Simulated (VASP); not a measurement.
**InP: single point with PBE**

Crystal: InP.

```
CELL_PARAMETERS angstrom
0.00000 2.88378 2.55618
2.88378 0.00000 2.55618
2.88378 2.88378 0.00000
ATOMIC_POSITIONS crystal
In 0.00000 0.00000 0.00000
P 0.50000 0.50000 0.50000
```

Measurements of this composition are mostly on another form, of space group No. 216.

The cell isn't the ideal one: volume 21.258 Å^3 an atom, c/a of the conventional cell 0.8864.

| Quantity | Value |
| --- | --- |
| Program | VASP 6.6.1 |
| Task | single point |
| Functional | PBE |
| Potentials or basis | VASP PAW PBE potentials, release 64 (In_d, P) |
| Cutoff | 520 eV |
| k mesh | 20 × 20 × 20 |
| Occupations | gaussian, width 0.15 eV |
| Spin | no spin polarisation |
| Dipole correction | no |
| Further INCAR settings | ALGO = Fast; EDIFF = 1e-06; NBANDS = 16 |

| Quantity | Value |
| --- | --- |
| Pressure | 2.2 GPa |
| Band gap on the k mesh | none (metal or under the smearing width) |

Stress tensor (GPa, compression positive):
```
-3.22  0.00  0.00
 0.00 -3.22  0.00
 0.00  0.00 13.09
```

Levels at points of the mesh, in eV from the Fermi level:
```csv
k point,band 6,band 7,band 8,band 9,band 10,band 11,band 12,band 13
"(0.00, 0.00, 0.00)",-12.00,-1.11,0.07,0.07,0.64,6.92,6.92,7.31
"(0.50, 0.00, 0.00)",-10.01,-6.69,-0.13,0.28,2.14,2.90,4.42,5.56
"(0.50, 0.50, 0.00)",-8.21,-4.95,-3.09,-2.70,-2.70,3.49,9.50,9.50
"(0.50, 0.00, 0.50)",-9.22,-4.97,-2.86,-1.99,-1.45,4.12,8.29,9.70
```

Run time: 5 min on 1 thread of Intel(R) Xeon(R) Platinum 8559C (Emerald Rapids), on a shared host, peak memory 0.51 GiB.
